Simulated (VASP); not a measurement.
# AlN, energy along a vibration (SMASS = -2): which settings are enough?

AlN, F-43m (no. 216), atoms displaced along the mode, 2 atoms in the cell. PBE, energy along a line of displacements; PAW potentials Al, N (PBE set). VASP 6.6.1.

Wanted: harmonic frequency within 1 %.

Space group without the displacement: F-43m (no. 216); Mode: optical mode at Gamma along x.

POSCAR of the starting run:
```
AlN
1.0
    0.0000000000      2.1839935596      2.1839935596
    2.1839935596      0.0000000000      2.1839935596
    2.1839935596      2.1839935596      0.0000000000
Al N
1 1
Direct
    0.0062588037     -0.0062588037     -0.0062588037
    0.7379437314      0.7620562686      0.7620562686

    0.0068345935   0.0000000000   0.0000000000
   -0.0131654065   0.0000000000   0.0000000000
```

The series start from k mesh: 6 × 6 × 6; Cutoff (eV): 520; Step along the mode (Å): 0.02; Electronic threshold (eV): 1e-7. Each series keeps the choices made before it, and each single choice may use up half of a tolerance.

## k mesh

| k mesh | Harmonic frequency (THz) | Time (s) |
|---|---|---|
| 3 × 3 × 3 | 19.76 | 9.0 |
| 4 × 4 × 4 | 19.74 | 12 |
| 5 × 5 × 5 | 19.73 | 17 |
| 6 × 6 × 6 | 19.73 | 25 |
| 8 × 8 × 8 | 19.73 | 50 |
| 9 × 9 × 9 (reference) | 19.73 | 70 |

## Cutoff (eV)

| Cutoff (eV) | Harmonic frequency (THz) | Time (s) |
|---|---|---|
| 280 | 19.61 | 6.2 |
| 340 | 19.7 | 7.6 |
| 400 | 19.8 | 7.5 |
| 460 | 19.78 | 8.8 |
| 520 | 19.76 | 9.0 |
| 600 (reference) | 19.77 | 15 |

## Electronic threshold (eV)

| Electronic threshold (eV) | Harmonic frequency (THz) | Time (s) |
|---|---|---|
| 0.001 | 19.7 | 5.4 |
| 0.0001 | 19.7 | 5.8 |
| 1e-5 | 19.7 | 7.0 |
| 1e-6 | 19.7 | 7.8 |
| 1e-7 | 19.7 | 8.7 |
| 1e-8 (reference) | 19.7 | 9.6 |

## Question

The rows run from the loosest to the tightest. For each series: choose the loosest value from which every tighter one stays within half of the tolerance.

## Answer

- k mesh: 3 × 3 × 3
- Cutoff (eV): 340
- Electronic threshold (eV): 0.001

Also changed on the way, by series that aren't shown: Step along the mode (Å): 0.08.

## All choices together

| Input | Harmonic frequency (THz) | Time (s) |
|---|---|---|
| defaults on a coarse mesh (naive) | 19.55 | 3.1 |
| chosen settings | 19.7 | 5.4 |
| reference settings throughout | 19.73 | 163 |

The tolerance is met.

## The input

INCAR:
```
SYSTEM = AlN
GGA = PE
PREC = Accurate
ENCUT = 340
EDIFF = 0.001
ALGO = Normal
LREAL = .FALSE.
LASPH = .TRUE.
ISMEAR = 0
SIGMA = 0.03
ISYM = 0
LWAVE = .FALSE.
LCHARG = .FALSE.
IBRION = 0
SMASS = -2
POTIM = 1
NSW = 9
NELMIN = 4
IWAVPR = 11
KPAR = 2
```

KPOINTS:
```
Automatic mesh
0
Gamma
  3 3 3
  0 0 0
```

POSCAR:
```
AlN
1.0
    0.0000000000      2.1839935596      2.1839935596
    2.1839935596      0.0000000000      2.1839935596
    2.1839935596      2.1839935596      0.0000000000
Al N
1 1
Direct
    0.0250352150     -0.0250352150     -0.0250352150
    0.7017749257      0.7982250743      0.7982250743

    0.0273383741   0.0000000000   0.0000000000
   -0.0526616259   0.0000000000   0.0000000000
```

Commands:
```
cat potpaw_PBE.64/Al/POTCAR potpaw_PBE.64/N/POTCAR > POTCAR
mpirun -np 2 vasp_std > vasp.out
```

The naive input happens to agree within the tolerance here, in 3.1 s.

Limits: NELMIN = 4 forces that many electronic steps, so a loose EDIFF looks better here than it is.

The chosen input took VASP 6.6.1 5.4 s on 2 cores (Intel Xeon Platinum 8259CL @ 2.50GHz (Skylake/Cascade Lake)), a shared host.

## An input that fails: SMASS left out, so the atoms move under their forces

It runs to its end, but against the unchanged starting input it is off by 14 % in the harmonic frequency.

Changes against the starting input:
```
- SMASS = -2
```
